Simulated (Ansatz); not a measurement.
**SnO2: a line through a two-coordinate scan**

Aim: follow the energy of SnO₂ (P4_2/mnm, No. 136; 6 atoms in the cell) along one coordinate, amplitude of mode 4 (103 cm⁻¹), with the other held at amplitude of mode 5 (146 cm⁻¹) = 0.000 Å.

Method: DFT LDA, scalar-relativistic, plane waves, PAW, in Ansatz 0.2.0.

5 further runs of the same task are left out: 1 that didn't finish, 4 set aside as unsound or not needed.

## (1) The starting structure

Symmetry: P4_2/mnm, No. 136, tetragonal system. The conventional cell has a = 4.721 Å, b = 4.721 Å, c = 3.189 Å, α = 90.00°, β = 90.00°, γ = 90.00°. Sn (site symmetry mmm) is surrounded by 6 O at 2.04 to 2.05 Å. O (site symmetry m2m) is surrounded by 3 Sn at 2.04 to 2.05 Å.

Structure file:

```
Sn O
1.0
     4.72072    0.00000    0.00000
     0.00000    4.72072    0.00000
     0.00000    0.00000    3.18876
Sn O
2 4
Direct
  0.00000 0.00000 0.00000
  0.50000 0.50000 0.50000
  0.30611 0.30611 0.00000
  0.19389 0.80611 0.50000
  0.69389 0.69389 0.00000
  0.80611 0.19389 0.50000
```

It is the result of an earlier relaxation at this level (volume 11.84 Å³/atom; gap on the mesh: 1.18 eV).

## (2) The scan

The energy is mapped over two normal modes frozen in (zone-centre modes of the cell shown).

- amplitude of mode 4 (103 cm⁻¹), largest displacement: 11 values from −0.598 to 0.598 Å
- amplitude of mode 5 (146 cm⁻¹), largest displacement: 11 values from −0.210 to 0.210 Å

Nothing else is relaxed (the cell and all other modes fixed). Energies count from the relaxed high-symmetry cell. Points are written as (first, second).

The modes come from a phonon run on the reference cell, made beforehand.

Displacement patterns for an amplitude of 1 (Å):

| atom | x1 | y1 | z1 | x2 | y2 | z2 |
| --- | --- | --- | --- | --- | --- | --- |
| Sn1 | 0.000 | 0.000 | 0.000 | 0.000 | 0.000 | 1.000 |
| Sn2 | 0.000 | 0.000 | 0.000 | 0.000 | 0.000 | -1.000 |
| O3 | 0.707 | -0.707 | 0.000 | 0.000 | 0.000 | -0.582 |
| O4 | -0.707 | -0.707 | 0.000 | 0.000 | 0.000 | 0.582 |
| O5 | -0.707 | 0.707 | 0.000 | 0.000 | 0.000 | -0.582 |
| O6 | 0.707 | 0.707 | 0.000 | 0.000 | 0.000 | 0.582 |

## (3) Point (−0.598 Å, 0.000 Å)

The input, input.yaml:

```yaml
crystal:
  lattice:
    - [4.7207174017, 0.0, 0.0]
    - [0.0, 4.7207174017, 0.0]
    - [0.0, 0.0, 3.1887553105]
  atoms:
    - { symbol: Sn, position: [0.0, 0.0, 0.0] }
    - { symbol: Sn, position: [0.5, 0.5, 0.5] }
    - { symbol: O, position: [0.2165333303, 0.3956797689, 0.0] }
    - { symbol: O, position: [0.2834666697, 0.8956797689, 0.5] }
    - { symbol: O, position: [0.7834666697, 0.6043202311, 0.0] }
    - { symbol: O, position: [0.7165333303, 0.1043202311, 0.5] }
basis:
  ecutwfc: 520.0
kpoints:
  mp_grid: { grid: [6, 6, 8] }
hamiltonian:
  xc: lda
  pseudopotentials: { kind: paw, azcp: { folder: soft_1 } }
scf:
  occupations: { method: gaussian, width: 0.05 }
output:
  forces: true
  stress: true
  eigenvalues: true
```

On the command line:

```bash
ansatz run input.yaml --threads 2 --pin off --max-ram 4096MiB --backend cpu --events-out ev --progress --plain --runs-dir out
```

Output, shortened:

```text
Warning: <dir> the record states the generating functional pbe (its physics header spells it `PBE`), which answers neither for hamiltonian.xc's functional nor for the lda family's — results may be inconsistent (PPs are generated against a specific XC)
[...]
Warning: RAYON_NUM_THREADS=2 ignored (pool sized by the plan → 2); use --threads N
[...]
Pseudopotentials: kind: paw
Pseudopotential: Sn, paw, valence charge 14, recommended cutoff 420 eV (normal), <dir>
Pseudopotential: O, paw, valence charge 6, recommended cutoff 420 eV (normal), <dir>
Functional definition: SPW92
[...]
Crystal: 6 atoms, lattice volume = 71.062 Å³
Basis set: ecut = 520 eV, 1931 PW (Γ)
Bands: 32, of which v1, the nominal top of the filled ones, is band 26 counted from 1 (25 counted from 0)
Symmetry: 8 space group operations
Space group: Pnnm (ITA 58), of the structure as read, at distance tolerance 4.1e-5 Å
k-points: 80 of 288
[...]
SCF iter   1: F=—  HF=-13979.498938 eV  |F-HF|=—  |Δ(HF+E_count)|=         —  Δρ=6.15e-2  dr2=1.69e0  ethr=3.10e-3  ⟨swp⟩=6.2  Hψ=11704  notcnv=0  defer=6
[...]
SCF iter   7: F=-13979.012737 eV  HF=-13979.012737 eV  |F-HF|=3.01e-8  |Δ(HF+E_count)|=   1.08e-8  Δρ=1.09e-5  dr2=6.54e-8  ethr=1.92e-10  ⟨swp⟩=11.4  Hψ=13160  notcnv=0
[...]
SCF converged after 7 iterations
Free energy (F): -13979.012737 eV
[...]
E sigma→0 (E₀):  -13979.012737 eV
Fermi energy:    10.043326 eV
[...]
--- Forces (eV/Å), atoms counted from 1 ---
  atom   1  Sn     0.00000000     0.00000000    -0.00000000
  atom   2  Sn     0.00000000     0.00000000    -0.00000000
  atom   3  O      2.30693234    -0.86417766    -0.00000000
  atom   4  O     -2.30693234    -0.86417766    -0.00000000
  atom   5  O     -2.30693234     0.86417766     0.00000000
  atom   6  O      2.30693234     0.86417766     0.00000000
[...]
--- Stress (GPa, compression-positive) ---
       -6.846660       0.000000      -0.000000
        0.000000      -9.295113       0.000000
       -0.000000       0.000000     -13.286456
  P = ⅓ Tr σ = -9.8094 GPa (-98.094 kbar)
--- Band table (eV; the first three rows and the last of 80) ---
[...]
```

Run time: 12 s. Hardware: 2 threads of Arm Neoverse N1, shared host; peak memory 0.44 GiB.

On the map this point reads 1.55 eV.

## (4) Point (−0.478 Å, 0.000 Å)

The input, input.yaml:

```yaml
crystal:
  lattice:
    - [4.7207174017, 0.0, 0.0]
    - [0.0, 4.7207174017, 0.0]
    - [0.0, 0.0, 3.1887553105]
  atoms:
    - { symbol: Sn, position: [0.0, 0.0, 0.0] }
    - { symbol: Sn, position: [0.5, 0.5, 0.5] }
    - { symbol: O, position: [0.2344479741, 0.3777651251, 0.0] }
    - { symbol: O, position: [0.2655520259, 0.8777651251, 0.5] }
    - { symbol: O, position: [0.7655520259, 0.6222348749, 0.0] }
    - { symbol: O, position: [0.7344479741, 0.1222348749, 0.5] }
basis:
  ecutwfc: 520.0
kpoints:
  mp_grid: { grid: [6, 6, 8] }
hamiltonian:
  xc: lda
  pseudopotentials: { kind: paw, azcp: { folder: soft_1 } }
scf:
  occupations: { method: gaussian, width: 0.05 }
output:
  forces: true
  stress: true
  eigenvalues: true
```

On the command line:

```bash
ansatz run input.yaml --threads 2 --pin off --max-ram 4096MiB --backend cpu --events-out ev --progress --plain --runs-dir out
```

Output, shortened:

```text
Warning: <dir> the record states the generating functional pbe (its physics header spells it `PBE`), which answers neither for hamiltonian.xc's functional nor for the lda family's — results may be inconsistent (PPs are generated against a specific XC)
[...]
Warning: RAYON_NUM_THREADS=2 ignored (pool sized by the plan → 2); use --threads N
[...]
Pseudopotentials: kind: paw
Pseudopotential: Sn, paw, valence charge 14, recommended cutoff 420 eV (normal), <dir>
Pseudopotential: O, paw, valence charge 6, recommended cutoff 420 eV (normal), <dir>
Functional definition: SPW92
[...]
Crystal: 6 atoms, lattice volume = 71.062 Å³
Basis set: ecut = 520 eV, 1931 PW (Γ)
Bands: 32, of which v1, the nominal top of the filled ones, is band 26 counted from 1 (25 counted from 0)
Symmetry: 8 space group operations
Space group: Pnnm (ITA 58), of the structure as read, at distance tolerance 4.1e-5 Å
k-points: 80 of 288
[...]
SCF iter   1: F=—  HF=-13980.381354 eV  |F-HF|=—  |Δ(HF+E_count)|=         —  Δρ=6.40e-2  dr2=1.98e0  ethr=3.10e-3  ⟨swp⟩=6.2  Hψ=11837  notcnv=0  defer=5
[...]
SCF iter   7: F=-13979.826016 eV  HF=-13979.826016 eV  |F-HF|=1.85e-8  |Δ(HF+E_count)|=   9.71e-8  Δρ=1.09e-5  dr2=7.11e-8  ethr=1.92e-10  ⟨swp⟩=9.3  Hψ=13613  notcnv=0
[...]
SCF converged after 7 iterations
Free energy (F): -13979.826016 eV
[...]
E sigma→0 (E₀):  -13979.826016 eV
Fermi energy:    9.858593 eV
[...]
--- Forces (eV/Å), atoms counted from 1 ---
  atom   1  Sn     0.00000000     0.00000000    -0.00000000
  atom   2  Sn    -0.00000000     0.00000000    -0.00000000
  atom   3  O      1.30465239    -0.44279021     0.00000000
  atom   4  O     -1.30465239    -0.44279021    -0.00000000
  atom   5  O     -1.30465239     0.44279021     0.00000000
  atom   6  O      1.30465239     0.44279021     0.00000000
[...]
--- Stress (GPa, compression-positive) ---
       -8.589487       0.000000       0.000000
        0.000000      -6.837271       0.000000
        0.000000       0.000000      -9.865013
  P = ⅓ Tr σ = -8.4306 GPa (-84.306 kbar)
--- Band table (eV; the first three rows and the last of 80) ---
[...]
```

Wall time 12 s (2 threads of Arm Neoverse N1, shared host); peak memory 0.44 GiB.

Energy on the map's scale: 0.74 eV.

## (5) The run at (−0.359 Å, 0.000 Å)

The input, input.yaml:

```yaml
crystal:
  lattice:
    - [4.7207174017, 0.0, 0.0]
    - [0.0, 4.7207174017, 0.0]
    - [0.0, 0.0, 3.1887553105]
  atoms:
    - { symbol: Sn, position: [0.0, 0.0, 0.0] }
    - { symbol: Sn, position: [0.5, 0.5, 0.5] }
    - { symbol: O, position: [0.252362618, 0.3598504812, 0.0] }
    - { symbol: O, position: [0.247637382, 0.8598504812, 0.5] }
    - { symbol: O, position: [0.747637382, 0.6401495188, 0.0] }
    - { symbol: O, position: [0.752362618, 0.1401495188, 0.5] }
basis:
  ecutwfc: 520.0
kpoints:
  mp_grid: { grid: [6, 6, 8] }
hamiltonian:
  xc: lda
  pseudopotentials: { kind: paw, azcp: { folder: soft_1 } }
scf:
  occupations: { method: gaussian, width: 0.05 }
output:
  forces: true
  stress: true
  eigenvalues: true
```

On the command line:

```bash
ansatz run input.yaml --threads 2 --pin off --max-ram 4096MiB --backend cpu --events-out ev --progress --plain --runs-dir out
```

Output, shortened:

```text
Warning: <dir> the record states the generating functional pbe (its physics header spells it `PBE`), which answers neither for hamiltonian.xc's functional nor for the lda family's — results may be inconsistent (PPs are generated against a specific XC)
[...]
Warning: RAYON_NUM_THREADS=2 ignored (pool sized by the plan → 2); use --threads N
[...]
Pseudopotentials: kind: paw
Pseudopotential: Sn, paw, valence charge 14, recommended cutoff 420 eV (normal), <dir>
Pseudopotential: O, paw, valence charge 6, recommended cutoff 420 eV (normal), <dir>
Functional definition: SPW92
[...]
Crystal: 6 atoms, lattice volume = 71.062 Å³
Basis set: ecut = 520 eV, 1931 PW (Γ)
Bands: 32, of which v1, the nominal top of the filled ones, is band 26 counted from 1 (25 counted from 0)
Symmetry: 8 space group operations
Space group: Pnnm (ITA 58), of the structure as read, at distance tolerance 4.1e-5 Å
k-points: 80 of 288
[...]
SCF iter   1: F=—  HF=-13980.875886 eV  |F-HF|=—  |Δ(HF+E_count)|=         —  Δρ=6.62e-2  dr2=2.23e0  ethr=3.10e-3  ⟨swp⟩=6.2  Hψ=11993  notcnv=0  defer=8
[...]
SCF iter   7: F=-13980.257156 eV  HF=-13980.257156 eV  |F-HF|=3.00e-8  |Δ(HF+E_count)|=   1.23e-7  Δρ=1.14e-5  dr2=7.95e-8  ethr=1.92e-10  ⟨swp⟩=11.3  Hψ=13618  notcnv=0
[...]
SCF converged after 7 iterations
Free energy (F): -13980.257156 eV
[...]
E sigma→0 (E₀):  -13980.257156 eV
Fermi energy:    9.772601 eV
[...]
--- Forces (eV/Å), atoms counted from 1 ---
  atom   1  Sn    -0.00000000    -0.00000000    -0.00000000
  atom   2  Sn     0.00000000    -0.00000000    -0.00000000
  atom   3  O      0.67481020    -0.20190036     0.00000000
  atom   4  O     -0.67481020    -0.20190036    -0.00000000
  atom   5  O     -0.67481020     0.20190036    -0.00000000
  atom   6  O      0.67481020     0.20190036     0.00000000
[...]
--- Stress (GPa, compression-positive) ---
       -6.838186       0.000000       0.000000
        0.000000      -3.934043       0.000000
        0.000000       0.000000      -6.216726
  P = ⅓ Tr σ = -5.6630 GPa (-56.630 kbar)
--- Band table (eV; the first three rows and the last of 80) ---
[...]
```

Wall time 12 s (2 threads of Arm Neoverse N1, shared host); peak memory 0.44 GiB.

On the map this point reads 0.30 eV.

## (6) Point (−0.239 Å, 0.000 Å)

The input, input.yaml:

```yaml
crystal:
  lattice:
    - [4.7207174017, 0.0, 0.0]
    - [0.0, 4.7207174017, 0.0]
    - [0.0, 0.0, 3.1887553105]
  atoms:
    - { symbol: Sn, position: [0.0, 0.0, 0.0] }
    - { symbol: Sn, position: [0.5, 0.5, 0.5] }
    - { symbol: O, position: [0.2702772619, 0.3419358373, 0.0] }
    - { symbol: O, position: [0.2297227381, 0.8419358373, 0.5] }
    - { symbol: O, position: [0.7297227381, 0.6580641627, 0.0] }
    - { symbol: O, position: [0.7702772619, 0.1580641627, 0.5] }
basis:
  ecutwfc: 520.0
kpoints:
  mp_grid: { grid: [6, 6, 8] }
hamiltonian:
  xc: lda
  pseudopotentials: { kind: paw, azcp: { folder: soft_1 } }
scf:
  occupations: { method: gaussian, width: 0.05 }
output:
  forces: true
  stress: true
  eigenvalues: true
```

On the command line:

```bash
ansatz run input.yaml --threads 2 --pin off --max-ram 4096MiB --backend cpu --events-out ev --progress --plain --runs-dir out
```

Output, shortened:

```text
Warning: <dir> the record states the generating functional pbe (its physics header spells it `PBE`), which answers neither for hamiltonian.xc's functional nor for the lda family's — results may be inconsistent (PPs are generated against a specific XC)
[...]
Warning: RAYON_NUM_THREADS=2 ignored (pool sized by the plan → 2); use --threads N
[...]
Pseudopotentials: kind: paw
Pseudopotential: Sn, paw, valence charge 14, recommended cutoff 420 eV (normal), <dir>
Pseudopotential: O, paw, valence charge 6, recommended cutoff 420 eV (normal), <dir>
Functional definition: SPW92
[...]
Crystal: 6 atoms, lattice volume = 71.062 Å³
Basis set: ecut = 520 eV, 1931 PW (Γ)
Bands: 32, of which v1, the nominal top of the filled ones, is band 26 counted from 1 (25 counted from 0)
Symmetry: 8 space group operations
Space group: Pnnm (ITA 58), of the structure as read, at distance tolerance 4.1e-5 Å
k-points: 80 of 288
[...]
SCF iter   1: F=—  HF=-13981.134603 eV  |F-HF|=—  |Δ(HF+E_count)|=         —  Δρ=6.81e-2  dr2=2.44e0  ethr=3.10e-3  ⟨swp⟩=6.1  Hψ=11839  notcnv=0  defer=4
[...]
SCF iter   7: F=-13980.461228 eV  HF=-13980.461228 eV  |F-HF|=3.37e-8  |Δ(HF+E_count)|=   2.81e-8  Δρ=8.98e-6  dr2=4.18e-8  ethr=1.92e-10  ⟨swp⟩=11.0  Hψ=12117  notcnv=0
[...]
SCF converged after 7 iterations
Free energy (F): -13980.461228 eV
[...]
E sigma→0 (E₀):  -13980.461228 eV
Fermi energy:    9.769865 eV
[...]
--- Forces (eV/Å), atoms counted from 1 ---
  atom   1  Sn    -0.00000000    -0.00000000     0.00000000
  atom   2  Sn     0.00000000     0.00000000    -0.00000000
  atom   3  O      0.29434737    -0.08609067     0.00000000
  atom   4  O     -0.29434737    -0.08609067    -0.00000000
  atom   5  O     -0.29434737     0.08609067    -0.00000000
  atom   6  O      0.29434737     0.08609067     0.00000000
[...]
--- Stress (GPa, compression-positive) ---
       -3.960335       0.000000       0.000000
        0.000000      -1.479918       0.000000
        0.000000       0.000000      -2.997754
  P = ⅓ Tr σ = -2.8127 GPa (-28.127 kbar)
--- Band table (eV; the first three rows and the last of 80) ---
[...]
```

Run time: 13 s. Hardware: 2 threads of Arm Neoverse N1, shared host; peak memory 0.44 GiB.

Energy on the map's scale: 0.10 eV.

## (7) Point (−0.120 Å, 0.000 Å)

The input, input.yaml:

```yaml
crystal:
  lattice:
    - [4.7207174017, 0.0, 0.0]
    - [0.0, 4.7207174017, 0.0]
    - [0.0, 0.0, 3.1887553105]
  atoms:
    - { symbol: Sn, position: [0.0, 0.0, 0.0] }
    - { symbol: Sn, position: [0.5, 0.5, 0.5] }
    - { symbol: O, position: [0.2881919057, 0.3240211935, 0.0] }
    - { symbol: O, position: [0.2118080943, 0.8240211935, 0.5] }
    - { symbol: O, position: [0.7118080943, 0.6759788065, 0.0] }
    - { symbol: O, position: [0.7881919057, 0.1759788065, 0.5] }
basis:
  ecutwfc: 520.0
kpoints:
  mp_grid: { grid: [6, 6, 8] }
hamiltonian:
  xc: lda
  pseudopotentials: { kind: paw, azcp: { folder: soft_1 } }
scf:
  occupations: { method: gaussian, width: 0.05 }
output:
  forces: true
  stress: true
  eigenvalues: true
```

On the command line:

```bash
ansatz run input.yaml --threads 2 --pin off --max-ram 4096MiB --backend cpu --events-out ev --progress --plain --runs-dir out
```

Output, shortened:

```text
Warning: <dir> the record states the generating functional pbe (its physics header spells it `PBE`), which answers neither for hamiltonian.xc's functional nor for the lda family's — results may be inconsistent (PPs are generated against a specific XC)
[...]
Warning: RAYON_NUM_THREADS=2 ignored (pool sized by the plan → 2); use --threads N
[...]
Pseudopotentials: kind: paw
Pseudopotential: Sn, paw, valence charge 14, recommended cutoff 420 eV (normal), <dir>
Pseudopotential: O, paw, valence charge 6, recommended cutoff 420 eV (normal), <dir>
Functional definition: SPW92
[...]
Crystal: 6 atoms, lattice volume = 71.062 Å³
Basis set: ecut = 520 eV, 1931 PW (Γ)
Bands: 32, of which v1, the nominal top of the filled ones, is band 26 counted from 1 (25 counted from 0)
Symmetry: 8 space group operations
Space group: Pnnm (ITA 58), of the structure as read, at distance tolerance 4.1e-5 Å
k-points: 80 of 288
[...]
SCF iter   1: F=—  HF=-13981.253565 eV  |F-HF|=—  |Δ(HF+E_count)|=         —  Δρ=6.94e-2  dr2=2.58e0  ethr=3.10e-3  ⟨swp⟩=6.1  Hψ=11702  notcnv=0  defer=3
[...]
SCF iter   7: F=-13980.541984 eV  HF=-13980.541984 eV  |F-HF|=2.45e-8  |Δ(HF+E_count)|=   4.99e-9  Δρ=7.17e-6  dr2=2.76e-8  ethr=1.92e-10  ⟨swp⟩=10.4  Hψ=12065  notcnv=0
[...]
SCF converged after 7 iterations
Free energy (F): -13980.541984 eV
[...]
E sigma→0 (E₀):  -13980.541984 eV
Fermi energy:    9.850011 eV
[...]
--- Forces (eV/Å), atoms counted from 1 ---
  atom   1  Sn    -0.00000000     0.00000000    -0.00000000
  atom   2  Sn     0.00000000     0.00000000    -0.00000000
  atom   3  O      0.08811747    -0.03971240     0.00000000
  atom   4  O     -0.08811747    -0.03971240    -0.00000000
  atom   5  O     -0.08811747     0.03971240    -0.00000000
  atom   6  O      0.08811747     0.03971240     0.00000000
[...]
--- Stress (GPa, compression-positive) ---
       -1.423496       0.000000       0.000000
        0.000000      -0.061634       0.000000
        0.000000       0.000000      -0.787168
  P = ⅓ Tr σ = -0.7574 GPa (-7.574 kbar)
--- Band table (eV; the first three rows and the last of 80) ---
[...]
```

It took 12 s on 2 threads of Arm Neoverse N1, shared host; peak memory 0.44 GiB.

That is 0.020 eV from the zero.

## (8) What came out

| amplitude of mode 4 (103 cm⁻¹), largest displacement (Å) | step | energy (eV) | slope (eV per Å) | pressure (GPa) | band gap on the k-mesh (eV) | largest force on an atom (eV/Å) |
| --- | --- | --- | --- | --- | --- | --- |
| −0.598 | 3 | 1.55 | −9.0 | −9.8 | 0.46 | 2.46 |
| −0.478 | 4 | 0.74 | −4.9 | −8.4 | 1.06 | 1.38 |
| −0.359 | 5 | 0.30 | −2.5 | −5.7 | 1.38 | 0.70 |
| −0.239 | 6 | 0.10 | −1.1 | −2.8 | 1.45 | 0.31 |
| −0.120 | 7 | 0.020 | −0.4 | −0.8 | 1.28 | 0.10 |
| 0.000 | – | 0.00 | 0.0 | 0.0 | 1.18 | 0.00 |
| 0.120 | – | 0.020 | 0.4 | −0.8 | 1.28 | 0.10 |
| 0.239 | – | 0.10 | 1.1 | −2.8 | 1.45 | 0.31 |
| 0.359 | – | 0.30 | 2.5 | −5.7 | 1.38 | 0.70 |
| 0.478 | – | 0.74 | 4.9 | −8.4 | 1.06 | 1.38 |
| 0.598 | – | 1.55 | 9.0 | −9.8 | 0.46 | 2.46 |

Energies count from the relaxed high-symmetry cell. Rows without a step come from runs not printed here or follow by symmetry. Slopes come from the forces (and the stress, where the cell changes), not from differences of energies.

What this shows: Along the line the energy is lowest at 0.000 Å, 0.00 eV from the zero. Energies and slopes round the minimum, fitted together, put the minimum at 0.0000 Å, with a curvature of about 2.5 eV per Å². The highest point computed, at −0.598 Å, lies 1.55 eV above the lowest. This is one cut through a surface in two coordinates; it holds the lowest point sampled, which need not be a minimum.

These are semilocal Kohn-Sham gaps, which aren't the measured quantity. Such gaps usually fall short of the measured ones. Spin-orbit coupling is left out, though the cell holds Sn; it can move the gap.
